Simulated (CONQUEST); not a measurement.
Crystal: Au.

```
CELL_PARAMETERS angstrom
2.87792 0.00000 0.00000
0.00000 2.87792 0.00000
0.00000 0.00000 4.07000
ATOMIC_POSITIONS crystal
Au 0.00000 0.00000 0.00000
Au 0.50000 0.50000 0.50000
```

Base run:

| Property | Result |
| --- | --- |
| Program | CONQUEST 1.3 |
| Functional | PBE |
| Potentials or basis | PseudoDojo NC PBE, DZP, grid cutoff 120 Ha |
| k mesh | 9 × 9 × 7 |
| Occupations | fermi-dirac, width 0.05 eV |
| Spin | no spin polarisation |

Its results: band gap on the k mesh none (metal or under the smearing width); pressure 11.5 GPa.

Task: After a change of settings the same cell gave: band gap on the k mesh none (metal or under the smearing width); pressure 35.7 GPa. Which change was it?
A. potentials or basis from PseudoDojo NC PBE, DZP, grid cutoff 120 Ha to PseudoDojo NC PBE, DZ, grid cutoff 120 Ha
B. potentials or basis from PseudoDojo NC PBE, DZP, grid cutoff 120 Ha to PseudoDojo NC PBE, SZP, grid cutoff 120 Ha
C. potentials or basis from PseudoDojo NC PBE, DZP, grid cutoff 120 Ha to PseudoDojo NC PBE, SZ, grid cutoff 120 Ha

Result: C.

Caveats: the box holds several primitive cells, so bands are folded and the points are those of the box's own zone; the basis of atomic orbitals isn't converged, which shifts pressures, moduli and gaps; the real-space grid breaks the cell's symmetry a little; the atomic basis is small (some runs); a pressure of tens of GPa on the cell as given is suspect, and the run, the potentials or the cell itself is likely at fault (some runs).
